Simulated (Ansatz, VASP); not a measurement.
One calculation of Ti, two programs

```
CELL_PARAMETERS angstrom
0.00000 2.05515 2.05515
2.05515 0.00000 2.05515
2.05515 2.05515 0.00000
ATOMIC_POSITIONS crystal
Ti 0.00000 0.00000 0.00000
```

Alike in both runs: functional r2SCAN; k mesh 18 × 18 × 18; occupations gaussian, width 0.1 eV; no spin polarisation.

Ansatz relaxed the structure, and its values are those at the end. VASP's run is a single point on that final structure, the one shown.

```csv
,VASP,Ansatz
version,VASP 6.6.1,Ansatz 0.2.0
potentials or method,"VASP PAW PBE potentials, release 64 (Ti_sv)","scalar-relativistic, plane waves, PAW"
plane-wave cutoff (eV),520,500
valence electrons in the cell,12,12
```

```tsv
	VASP	Ansatz	Ansatz less VASP
gap on the k mesh at the Fermi level (eV)	none	none	-
pressure (GPa)	0.4	0.0	-0.39
```

A gap of «none» marks a metal or a gap that the smearing closes.

Caveats: the PAW data sets were made with another functional, which shifts forces and pressure a little (VASP).
